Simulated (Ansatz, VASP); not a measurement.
# BN in VASP and in Ansatz

INCAR

```
PREC = Accurate
ENCUT = 520
EDIFF = 1E-6
ISMEAR = 1
SIGMA = 0.02
LREAL = False
LASPH = True
NELM = 100
ALGO = Fast
ISIF = 2
LWAVE = False
LCHARG = False
GGA = PE
NBANDS = 11
```

Contents of KPOINTS:

```
regular mesh
0
Gamma
  14 14 14
```

Contents of POSCAR:

```
BN
1.0
    2.5080409239      0.0000000000      0.0000000000
   -1.2467107647      2.1762310413      0.0000000000
   -0.6306650796     -1.0881155206      3.0225400000
B N
1 1
Direct
    0.9742708961      0.9967486940     -0.0023990726
    0.6685060000      0.3323850000      0.9849990000
```

Input for Ansatz:

```yaml
crystal:
  lattice:
    - [2.5080409239, 0.0, 0.0]
    - [-1.2467107647, 2.1762310413, 0.0]
    - [-0.6306650796, -1.0881155206, 3.02254]
  atoms:
    - { symbol: B, position: [0.9742708961, 0.996748694, -0.0023990726] }
    - { symbol: "N", position: [0.668506, 0.332385, 0.984999] }
basis:
  ecutwfc: 420
kpoints:
  mp_grid: { grid: [14, 14, 14] }
hamiltonian:
  xc: pbe
scf:
  occupations: { method: cold, width: 0.15 }
output:
  forces: true
  eigenvalues: true
  stress: true
```

The cell comes from a database or a generator and needn't be the stable form of this composition.

Alike in both runs: task single point; functional PBE; k mesh 14 × 14 × 14; no spin polarisation.

|  | VASP | Ansatz |
| --- | --- | --- |
| version | VASP 6.6.1 | Ansatz 0.2.0 |
| potentials or method | VASP PAW PBE potentials, release 64 (B, N) | scalar-relativistic, plane waves, PAW |
| plane-wave cutoff (eV) | 520 | 420 |
| occupations | methfessel-paxton of order 1, width 0.02 eV | cold, width 0.15 eV |
| valence electrons in the cell | 8 | 8 |

|  | VASP | Ansatz | Ansatz less VASP |
| --- | --- | --- | --- |
| gap on the k mesh at the Fermi level (eV) | 2.47 | 2.48 | +0.009 |
| pressure (GPa) | 5.6 | 5.6 | -0.03 |
| largest component of the traceless stress (GPa) | 8.74 | 8.71 | -0.023 |
| rms of the force components (eV/Å) | 1.713 | 1.717 | +0.0041 |

Atom by atom the forces differ by 0.004 eV/Å (rms over components).

Caveats: forces of over 1 eV/Å show positions far from the minimum, so gaps and moduli don't describe the material at rest. A k mesh can miss the band edges. PBE gaps usually lie below the measured ones, often by a third to a half.
